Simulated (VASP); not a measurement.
# Si (I4_1/amd) in VASP: a series of runs, part 3 of 6

VASP 6.6.1.

### Step 27. Equation of state, PBE, 15.40 Å³/atom

INCAR reads:

```
SYSTEM = Si
PREC = Accurate
ENCUT = 250
EDIFF = 1E-6
ISMEAR = 0
SIGMA = 0.05
LREAL = .FALSE.
LASPH = .TRUE.
NELM = 100
ALGO = Normal
ISIF = 2
LWAVE = .FALSE.
LCHARG = .FALSE.
GGA = PE
ADDGRID = .FALSE.
```

KPOINTS reads:

```
Automatic mesh
0
G
  6 6 6
  0 0 0
```

POSCAR reads:

```
Si
1.0
   -2.3948527653      2.3948527653      1.3424272893
    2.3948527653     -2.3948527653      1.3424272893
    2.3948527653      2.3948527653     -1.3424272893
Si
2
Direct
    0.5000000000      0.5000000000      0.0000000000
    0.2500000000      0.7500000000      0.5000000000
```

Potentials or basis: VASP PAW PBE potentials, release 64 (Si).

Launch:

```sh
$ cat potpaw_PBE.64/Si/POTCAR > POTCAR
$ mpirun -np 1 vasp_std > vasp.out
```

Wall time 3.3 s (1 thread of Intel Xeon Platinum 8488C (Sapphire Rapids), shared host); peak memory 0.11 GiB.

The run converged, but some of its settings lie outside the range that counts as converged, so its numbers aren't taken as properties of the crystal.

Results:

| Property | Result |
| --- | --- |
| Free energy | -10.1839 eV |
| Band gap on the k mesh | none (metal or under the smearing width) |

Caveat: the k mesh is coarse (spacing up to 0.45 Å⁻¹), so the values aren't converged; the cutoff is under 1.25 times the usual one of these potentials, so pressure, stress and relaxed cells hold a basis-set (Pulay) error.

### Step 28. Equation of state, PBE, 14.50 Å³/atom

INCAR, as its differences from that of step 27:

```diff
@@ -2,3 +2,3 @@
 PREC = Accurate
-ENCUT = 250
+ENCUT = 300
 EDIFF = 1E-6
```

KPOINTS is that of step 27.

POSCAR reads:

```
Si
1.0
   -2.3474174111      2.3474174111      1.3158375487
    2.3474174111     -2.3474174111      1.3158375487
    2.3474174111      2.3474174111     -1.3158375487
Si
2
Direct
    0.5000000000      0.5000000000      0.0000000000
    0.2500000000      0.7500000000      0.5000000000
```

Launch:

```sh
$ cat potpaw_PBE.64/Si/POTCAR > POTCAR
$ mpirun -np 1 vasp_std > vasp.out
```

Wall time 3.4 s (1 thread of Intel Xeon Platinum 8488C (Sapphire Rapids), shared host); peak memory 0.11 GiB.

The run converged, but some of its settings lie outside the range that counts as converged, so its numbers aren't taken as properties of the crystal.

What came out:

| Item | Value |
| --- | --- |
| Free energy | -10.1625 eV |
| Pressure | 6.7 GPa |
| Band gap on the k mesh | none (metal or under the smearing width) |

Caveat: the k mesh is coarse (spacing up to 0.46 Å⁻¹), so the values aren't converged; the cutoff is under 1.25 times the usual one of these potentials, so pressure, stress and relaxed cells hold a basis-set (Pulay) error.

### Step 29. Equation of state, PBE, 15.40 Å³/atom

INCAR is that of step 28.

KPOINTS is that of step 28.

POSCAR reads:

```
Si
1.0
   -2.3948527653      2.3948527653      1.3424272893
    2.3948527653     -2.3948527653      1.3424272893
    2.3948527653      2.3948527653     -1.3424272893
Si
2
Direct
    0.5000000000      0.5000000000      0.0000000000
    0.2500000000      0.7500000000      0.5000000000
```

Launch:

```sh
$ cat potpaw_PBE.64/Si/POTCAR > POTCAR
$ mpirun -np 1 vasp_std > vasp.out
```

Wall time 3.6 s (1 thread of Intel Xeon Platinum 8488C (Sapphire Rapids), shared host); peak memory 0.12 GiB.

These settings aren't checked as converged: the numbers below hold their error.

What came out:

| Item | Value |
| --- | --- |
| Free energy | -10.1979 eV |
| Pressure | -0.7 GPa |
| Band gap on the k mesh | none (metal or under the smearing width) |

Caveat: the k mesh is coarse (spacing up to 0.45 Å⁻¹), so the values aren't converged; the cutoff is under 1.25 times the usual one of these potentials, so pressure, stress and relaxed cells hold a basis-set (Pulay) error.

### Step 30. Equation of state, PBE, 14.50 Å³/atom

INCAR, as its differences from that of step 29:

```diff
@@ -2,3 +2,3 @@
 PREC = Accurate
-ENCUT = 300
+ENCUT = 700
 EDIFF = 1E-6
```

KPOINTS reads:

```
Automatic mesh
0
G
  4 4 4
  0 0 0
```

POSCAR reads:

```
Si
1.0
   -2.3474174111      2.3474174111      1.3158375487
    2.3474174111     -2.3474174111      1.3158375487
    2.3474174111      2.3474174111     -1.3158375487
Si
2
Direct
    0.5000000000      0.5000000000      0.0000000000
    0.2500000000      0.7500000000      0.5000000000
```

Potentials or basis: VASP PAW PBE potentials, release 64 (Si).

Launch:

```sh
$ cat potpaw_PBE.64/Si/POTCAR > POTCAR
$ mpirun -np 1 vasp_std > vasp.out
```

Wall time 4.1 s (1 thread of Intel Xeon Platinum 8488C (Sapphire Rapids), shared host); peak memory 0.16 GiB.

The run converged, but some of its settings lie outside the range that counts as converged, so its numbers aren't taken as properties of the crystal.

Results:

- Free energy: -10.1808 eV
- Pressure: 7.6 GPa
- Band gap on the k mesh: none (metal or under the smearing width)

Caveat: the k mesh is coarse (spacing up to 0.68 Å⁻¹), so the values aren't converged.

### Step 31. Equation of state, PBE, 15.40 Å³/atom

INCAR is that of step 30.

KPOINTS is that of step 30.

POSCAR reads:

```
Si
1.0
   -2.3948527653      2.3948527653      1.3424272893
    2.3948527653     -2.3948527653      1.3424272893
    2.3948527653      2.3948527653     -1.3424272893
Si
2
Direct
    0.5000000000      0.5000000000      0.0000000000
    0.2500000000      0.7500000000      0.5000000000
```

Launch:

```sh
$ cat potpaw_PBE.64/Si/POTCAR > POTCAR
$ mpirun -np 1 vasp_std > vasp.out
```

Wall time 4.1 s (1 thread of Intel Xeon Platinum 8488C (Sapphire Rapids), shared host); peak memory 0.16 GiB.

These settings aren't checked as converged: the numbers below hold their error.

Results:

* Free energy: -10.2209 eV
* Pressure: 0.0 GPa
* Band gap on the k mesh: none (metal or under the smearing width)

Caveat: the k mesh is coarse (spacing up to 0.67 Å⁻¹), so the values aren't converged.

### Step 32. Equation of state, PBE, 14.50 Å³/atom

INCAR, as its differences from that of step 31:

```diff
@@ -2,3 +2,3 @@
 PREC = Accurate
-ENCUT = 700
+ENCUT = 250
 EDIFF = 1E-6
```

KPOINTS reads:

```
Automatic mesh
0
G
  7 7 7
  0 0 0
```

POSCAR reads:

```
Si
1.0
   -2.3474174111      2.3474174111      1.3158375487
    2.3474174111     -2.3474174111      1.3158375487
    2.3474174111      2.3474174111     -1.3158375487
Si
2
Direct
    0.5000000000      0.5000000000      0.0000000000
    0.2500000000      0.7500000000      0.5000000000
```

Launch:

```sh
$ cat potpaw_PBE.64/Si/POTCAR > POTCAR
$ mpirun -np 1 vasp_std > vasp.out
```

It took 3.4 s on 1 thread of Intel Xeon Platinum 8488C (Sapphire Rapids), shared host; peak memory 0.11 GiB.

These settings aren't checked as converged: the numbers below hold their error.

What came out:

* Free energy: -10.2402 eV
* Band gap on the k mesh: none (metal or under the smearing width)

Caveat: the k mesh is coarse (spacing up to 0.39 Å⁻¹), so the values aren't converged; the cutoff is under 1.25 times the usual one of these potentials, so pressure, stress and relaxed cells hold a basis-set (Pulay) error.

### Step 33. Equation of state, PBE, 15.40 Å³/atom

INCAR is that of step 32.

KPOINTS is that of step 32.

POSCAR reads:

```
Si
1.0
   -2.3948527653      2.3948527653      1.3424272893
    2.3948527653     -2.3948527653      1.3424272893
    2.3948527653      2.3948527653     -1.3424272893
Si
2
Direct
    0.5000000000      0.5000000000      0.0000000000
    0.2500000000      0.7500000000      0.5000000000
```

Potentials or basis: VASP PAW PBE potentials, release 64 (Si).

Launch:

```sh
$ cat potpaw_PBE.64/Si/POTCAR > POTCAR
$ mpirun -np 1 vasp_std > vasp.out
```

Run time: 3.7 s. Hardware: 1 thread of Intel Xeon Platinum 8488C (Sapphire Rapids), shared host; peak memory 0.11 GiB.

These settings aren't checked as converged: the numbers below hold their error.

What came out:

| Quantity | Value |
| --- | --- |
| Free energy | -10.2798 eV |
| Band gap on the k mesh | none (metal or under the smearing width) |

Caveat: the k mesh is coarse (spacing up to 0.38 Å⁻¹), so the values aren't converged; the cutoff is under 1.25 times the usual one of these potentials, so pressure, stress and relaxed cells hold a basis-set (Pulay) error.

### Step 34. Equation of state, PBE, 14.50 Å³/atom

INCAR, as its differences from that of step 33:

```diff
@@ -2,3 +2,3 @@
 PREC = Accurate
-ENCUT = 250
+ENCUT = 400
 EDIFF = 1E-6
```

KPOINTS reads:

```
Automatic mesh
0
G
  6 6 6
  0 0 0
```

POSCAR reads:

```
Si
1.0
   -2.3474174111      2.3474174111      1.3158375487
    2.3474174111     -2.3474174111      1.3158375487
    2.3474174111      2.3474174111     -1.3158375487
Si
2
Direct
    0.5000000000      0.5000000000      0.0000000000
    0.2500000000      0.7500000000      0.5000000000
```

Launch:

```sh
$ cat potpaw_PBE.64/Si/POTCAR > POTCAR
$ mpirun -np 1 vasp_std > vasp.out
```

It took 3.6 s on 1 thread of Intel Xeon Platinum 8488C (Sapphire Rapids), shared host; peak memory 0.12 GiB.

The run converged, but some of its settings lie outside the range that counts as converged, so its numbers aren't taken as properties of the crystal.

Results:

```yaml
Free_energy: -10.1739 eV
Pressure: 6.9 GPa
Band_gap_on_the_k_mesh: none (metal or under the smearing width)
```

Caveat: the k mesh is coarse (spacing up to 0.46 Å⁻¹), so the values aren't converged.

### Step 35. Equation of state, PBE, 15.40 Å³/atom

INCAR is that of step 34.

KPOINTS is that of step 34.

POSCAR reads:

```
Si
1.0
   -2.3948527653      2.3948527653      1.3424272893
    2.3948527653     -2.3948527653      1.3424272893
    2.3948527653      2.3948527653     -1.3424272893
Si
2
Direct
    0.5000000000      0.5000000000      0.0000000000
    0.2500000000      0.7500000000      0.5000000000
```

Launch:

```sh
$ cat potpaw_PBE.64/Si/POTCAR > POTCAR
$ mpirun -np 1 vasp_std > vasp.out
```

Wall time 3.7 s (1 thread of Intel Xeon Platinum 8488C (Sapphire Rapids), shared host); peak memory 0.12 GiB.

The run converged, but some of its settings lie outside the range that counts as converged, so its numbers aren't taken as properties of the crystal.

What came out:

```
Free energy            : -10.2075 eV
Pressure               : -0.5 GPa
Band gap on the k mesh : none (metal or under the smearing width)
```

Caveat: the k mesh is coarse (spacing up to 0.45 Å⁻¹), so the values aren't converged.

### Step 36. Equation of state, PBE, 14.50 Å³/atom

INCAR, as its differences from that of step 35:

```diff
@@ -2,3 +2,3 @@
 PREC = Accurate
-ENCUT = 400
+ENCUT = 300
 EDIFF = 1E-6
```

KPOINTS reads:

```
Automatic mesh
0
G
  7 7 7
  0 0 0
```

POSCAR reads:

```
Si
1.0
   -2.3474174111      2.3474174111      1.3158375487
    2.3474174111     -2.3474174111      1.3158375487
    2.3474174111      2.3474174111     -1.3158375487
Si
2
Direct
    0.5000000000      0.5000000000      0.0000000000
    0.2500000000      0.7500000000      0.5000000000
```

Potentials or basis: VASP PAW PBE potentials, release 64 (Si).

Launch:

```sh
$ cat potpaw_PBE.64/Si/POTCAR > POTCAR
$ mpirun -np 1 vasp_std > vasp.out
```

Wall time 3.8 s (1 thread of Intel Xeon Platinum 8488C (Sapphire Rapids), shared host); peak memory 0.11 GiB.

These settings aren't checked as converged: the numbers below hold their error.

Results:

- Free energy: -10.2549 eV
- Pressure: 6.9 GPa
- Band gap on the k mesh: none (metal or under the smearing width)

Caveat: the k mesh is coarse (spacing up to 0.39 Å⁻¹), so the values aren't converged; the cutoff is under 1.25 times the usual one of these potentials, so pressure, stress and relaxed cells hold a basis-set (Pulay) error.

### Step 37. Equation of state, PBE, 15.40 Å³/atom

INCAR is that of step 36.

KPOINTS is that of step 36.

POSCAR reads:

```
Si
1.0
   -2.3948527653      2.3948527653      1.3424272893
    2.3948527653     -2.3948527653      1.3424272893
    2.3948527653      2.3948527653     -1.3424272893
Si
2
Direct
    0.5000000000      0.5000000000      0.0000000000
    0.2500000000      0.7500000000      0.5000000000
```

Launch:

```sh
$ cat potpaw_PBE.64/Si/POTCAR > POTCAR
$ mpirun -np 1 vasp_std > vasp.out
```

Wall time 4 s (1 thread of Intel Xeon Platinum 8488C (Sapphire Rapids), shared host); peak memory 0.12 GiB.

These settings aren't checked as converged: the numbers below hold their error.

Results:

- Free energy: -10.2935 eV
- Pressure: -0.4 GPa
- Band gap on the k mesh: none (metal or under the smearing width)

Caveat: the k mesh is coarse (spacing up to 0.38 Å⁻¹), so the values aren't converged; the cutoff is under 1.25 times the usual one of these potentials, so pressure, stress and relaxed cells hold a basis-set (Pulay) error.

### Step 38. Equation of state, PBE, 14.50 Å³/atom

INCAR, as its differences from that of step 37:

```diff
@@ -2,3 +2,3 @@
 PREC = Accurate
-ENCUT = 300
+ENCUT = 450
 EDIFF = 1E-6
```

KPOINTS reads:

```
Automatic mesh
0
G
  6 6 6
  0 0 0
```

POSCAR reads:

```
Si
1.0
   -2.3474174111      2.3474174111      1.3158375487
    2.3474174111     -2.3474174111      1.3158375487
    2.3474174111      2.3474174111     -1.3158375487
Si
2
Direct
    0.5000000000      0.5000000000      0.0000000000
    0.2500000000      0.7500000000      0.5000000000
```

Launch:

```sh
$ cat potpaw_PBE.64/Si/POTCAR > POTCAR
$ mpirun -np 1 vasp_std > vasp.out
```

Run time: 5.5 s. Hardware: 1 thread of Intel Xeon Platinum 8488C (Sapphire Rapids), shared host; peak memory 0.14 GiB.

The run converged, but some of its settings lie outside the range that counts as converged, so its numbers aren't taken as properties of the crystal.

Results:

* Free energy: -10.1745 eV
* Pressure: 6.9 GPa
* Band gap on the k mesh: none (metal or under the smearing width)

Caveat: the k mesh is coarse (spacing up to 0.46 Å⁻¹), so the values aren't converged.

### Step 39. Equation of state, PBE, 15.40 Å³/atom

INCAR is that of step 38.

KPOINTS is that of step 38.

POSCAR reads:

```
Si
1.0
   -2.3948527653      2.3948527653      1.3424272893
    2.3948527653     -2.3948527653      1.3424272893
    2.3948527653      2.3948527653     -1.3424272893
Si
2
Direct
    0.5000000000      0.5000000000      0.0000000000
    0.2500000000      0.7500000000      0.5000000000
```

Potentials or basis: VASP PAW PBE potentials, release 64 (Si).

Launch:

```sh
$ cat potpaw_PBE.64/Si/POTCAR > POTCAR
$ mpirun -np 1 vasp_std > vasp.out
```

Wall time 5.5 s (1 thread of Intel Xeon Platinum 8488C (Sapphire Rapids), shared host); peak memory 0.14 GiB.

The run converged, but some of its settings lie outside the range that counts as converged, so its numbers aren't taken as properties of the crystal.

What came out:

```yaml
Free_energy: -10.2080 eV
Pressure: -0.5 GPa
Band_gap_on_the_k_mesh: none (metal or under the smearing width)
```

Caveat: the k mesh is coarse (spacing up to 0.45 Å⁻¹), so the values aren't converged.

### Step 40. Equation of state, PBE, 14.50 Å³/atom

INCAR, as its differences from that of step 39:

```diff
@@ -5,3 +5,3 @@
 ISMEAR = 0
-SIGMA = 0.05
+SIGMA = 0.5
 LREAL = .FALSE.
```

KPOINTS is that of step 39.

POSCAR reads:

```
Si
1.0
   -2.3474174111      2.3474174111      1.3158375487
    2.3474174111     -2.3474174111      1.3158375487
    2.3474174111      2.3474174111     -1.3158375487
Si
2
Direct
    0.5000000000      0.5000000000      0.0000000000
    0.2500000000      0.7500000000      0.5000000000
```

Launch:

```sh
$ cat potpaw_PBE.64/Si/POTCAR > POTCAR
$ mpirun -np 1 vasp_std > vasp.out
```

Run time: 5.5 s. Hardware: 1 thread of Intel Xeon Platinum 8488C (Sapphire Rapids), shared host; peak memory 0.14 GiB.

The run converged, but some of its settings lie outside the range that counts as converged, so its numbers aren't taken as properties of the crystal.

What came out:

```yaml
Free_energy: -10.2347 eV
Pressure: 7.3 GPa
Band_gap_on_the_k_mesh: none (metal or under the smearing width)
```

Caveat: the k mesh is coarse (spacing up to 0.46 Å⁻¹), so the values aren't converged.

### Step 41. Equation of state, PBE, 15.40 Å³/atom

INCAR is that of step 40.

KPOINTS is that of step 40.

POSCAR reads:

```
Si
1.0
   -2.3948527653      2.3948527653      1.3424272893
    2.3948527653     -2.3948527653      1.3424272893
    2.3948527653      2.3948527653     -1.3424272893
Si
2
Direct
    0.5000000000      0.5000000000      0.0000000000
    0.2500000000      0.7500000000      0.5000000000
```

Launch:

```sh
$ cat potpaw_PBE.64/Si/POTCAR > POTCAR
$ mpirun -np 1 vasp_std > vasp.out
```

It took 5.4 s on 1 thread of Intel Xeon Platinum 8488C (Sapphire Rapids), shared host; peak memory 0.14 GiB.

These settings aren't checked as converged: the numbers below hold their error.

What came out:

| Property | Result |
| --- | --- |
| Free energy | -10.2734 eV |
| Pressure | 0.0 GPa |
| Band gap on the k mesh | none (metal or under the smearing width) |

Caveat: the k mesh is coarse (spacing up to 0.45 Å⁻¹), so the values aren't converged.

### Step 42. Equation of state, PBE, 14.50 Å³/atom

INCAR, as its differences from that of step 41:

```diff
@@ -5,3 +5,3 @@
 ISMEAR = 0
-SIGMA = 0.5
+SIGMA = 0.2
 LREAL = .FALSE.
```

KPOINTS is that of step 41.

POSCAR reads:

```
Si
1.0
   -2.3474174111      2.3474174111      1.3158375487
    2.3474174111     -2.3474174111      1.3158375487
    2.3474174111      2.3474174111     -1.3158375487
Si
2
Direct
    0.5000000000      0.5000000000      0.0000000000
    0.2500000000      0.7500000000      0.5000000000
```

Potentials or basis: VASP PAW PBE potentials, release 64 (Si).

Launch:

```sh
$ cat potpaw_PBE.64/Si/POTCAR > POTCAR
$ mpirun -np 1 vasp_std > vasp.out
```

Wall time 5.3 s (1 thread of Intel Xeon Platinum 8488C (Sapphire Rapids), shared host); peak memory 0.14 GiB.

These settings aren't checked as converged: the numbers below hold their error.

What came out:

```
Free energy            : -10.1830 eV
Pressure               : 7.0 GPa
Band gap on the k mesh : none (metal or under the smearing width)
```

Caveat: the k mesh is coarse (spacing up to 0.46 Å⁻¹), so the values aren't converged.

### Step 43. Equation of state, PBE, 15.40 Å³/atom

INCAR is that of step 42.

KPOINTS is that of step 42.

POSCAR reads:

```
Si
1.0
   -2.3948527653      2.3948527653      1.3424272893
    2.3948527653     -2.3948527653      1.3424272893
    2.3948527653      2.3948527653     -1.3424272893
Si
2
Direct
    0.5000000000      0.5000000000      0.0000000000
    0.2500000000      0.7500000000      0.5000000000
```

Launch:

```sh
$ cat potpaw_PBE.64/Si/POTCAR > POTCAR
$ mpirun -np 1 vasp_std > vasp.out
```

Run time: 5.6 s. Hardware: 1 thread of Intel Xeon Platinum 8488C (Sapphire Rapids), shared host; peak memory 0.14 GiB.

The run converged, but some of its settings lie outside the range that counts as converged, so its numbers aren't taken as properties of the crystal.

Results:

| Property | Result |
| --- | --- |
| Free energy | -10.2184 eV |
| Pressure | -0.3 GPa |
| Band gap on the k mesh | none (metal or under the smearing width) |

Caveat: the k mesh is coarse (spacing up to 0.45 Å⁻¹), so the values aren't converged.

### Step 44. Equation of state, PBE, 14.50 Å³/atom

INCAR, as its differences from that of step 43:

```diff
@@ -5,3 +5,3 @@
 ISMEAR = 0
-SIGMA = 0.2
+SIGMA = 0.01
 LREAL = .FALSE.
```

KPOINTS is that of step 43.

POSCAR reads:

```
Si
1.0
   -2.3474174111      2.3474174111      1.3158375487
    2.3474174111     -2.3474174111      1.3158375487
    2.3474174111      2.3474174111     -1.3158375487
Si
2
Direct
    0.5000000000      0.5000000000      0.0000000000
    0.2500000000      0.7500000000      0.5000000000
```

Launch:

```sh
$ cat potpaw_PBE.64/Si/POTCAR > POTCAR
$ mpirun -np 1 vasp_std > vasp.out
```

Run time: 5.4 s. Hardware: 1 thread of Intel Xeon Platinum 8488C (Sapphire Rapids), shared host; peak memory 0.14 GiB.

These settings aren't checked as converged: the numbers below hold their error.

What came out:

```yaml
Free_energy: -10.1736 eV
Pressure: 6.9 GPa
Band_gap_on_the_k_mesh: none (metal or under the smearing width)
```

Caveat: the k mesh is coarse (spacing up to 0.46 Å⁻¹), so the values aren't converged.

### Step 45. Equation of state, PBE, 15.40 Å³/atom

INCAR is that of step 44.

KPOINTS is that of step 44.

POSCAR reads:

```
Si
1.0
   -2.3948527653      2.3948527653      1.3424272893
    2.3948527653     -2.3948527653      1.3424272893
    2.3948527653      2.3948527653     -1.3424272893
Si
2
Direct
    0.5000000000      0.5000000000      0.0000000000
    0.2500000000      0.7500000000      0.5000000000
```

Potentials or basis: VASP PAW PBE potentials, release 64 (Si).

Launch:

```sh
$ cat potpaw_PBE.64/Si/POTCAR > POTCAR
$ mpirun -np 1 vasp_std > vasp.out
```

Wall time 5.7 s (1 thread of Intel Xeon Platinum 8488C (Sapphire Rapids), shared host); peak memory 0.14 GiB.

The run converged, but some of its settings lie outside the range that counts as converged, so its numbers aren't taken as properties of the crystal.

Results:

```yaml
Free_energy: -10.2071 eV
Pressure: -0.5 GPa
Band_gap_on_the_k_mesh: none (metal or under the smearing width)
```

Caveat: the k mesh is coarse (spacing up to 0.45 Å⁻¹), so the values aren't converged.

### Step 46. Equation of state, PBE, 14.50 Å³/atom

INCAR, as its differences from that of step 45:

```diff
@@ -1,3 +1,3 @@
 SYSTEM = Si
-PREC = Accurate
+PREC = Low
 ENCUT = 450
@@ -5,3 +5,3 @@
 ISMEAR = 0
-SIGMA = 0.01
+SIGMA = 0.05
 LREAL = .FALSE.
```

KPOINTS is that of step 45.

POSCAR reads:

```
Si
1.0
   -2.3474174111      2.3474174111      1.3158375487
    2.3474174111     -2.3474174111      1.3158375487
    2.3474174111      2.3474174111     -1.3158375487
Si
2
Direct
    0.5000000000      0.5000000000      0.0000000000
    0.2500000000      0.7500000000      0.5000000000
```

Launch:

```sh
$ cat potpaw_PBE.64/Si/POTCAR > POTCAR
$ mpirun -np 1 vasp_std > vasp.out
```

Run time: 3.5 s. Hardware: 1 thread of Intel Xeon Platinum 8488C (Sapphire Rapids), shared host; peak memory 0.1 GiB.

The run converged, but some of its settings lie outside the range that counts as converged, so its numbers aren't taken as properties of the crystal.

What came out:

```yaml
Free_energy: -10.1743 eV
Pressure: 6.9 GPa
Band_gap_on_the_k_mesh: none (metal or under the smearing width)
```

Caveat: the k mesh is coarse (spacing up to 0.46 Å⁻¹), so the values aren't converged.

[end of part 3 of 6]
